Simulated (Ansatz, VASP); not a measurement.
**Two plane-wave programs on Ge**

```
Ge
1.0
    -1.64804    1.64804    1.64804
     1.64804   -1.64804    1.64804
     1.64804    1.64804   -1.64804
Ge
1
Cartesian
  0.0000 0.0000 0.0000
```

Alike in both runs: functional LDA; k mesh 18 × 18 × 18; occupations fermi-dirac, width 0.1 eV; no spin polarisation.

Ansatz relaxed the structure, and its values are those at the end. VASP's run is a single point on that final structure, the one shown.

```csv
,VASP,Ansatz
version,VASP 6.6.1,Ansatz 0.2.0
potentials or method,"VASP PAW LDA potentials, release 64 (Ge_d)","PAW with Ansatz's default frozen-core files, scalar-relativistic"
plane-wave cutoff (eV),520,420
valence electrons in the cell,14,14
```

```csv
,VASP,Ansatz,Ansatz less VASP
pressure (GPa),0.2,0.0,-0.19
```
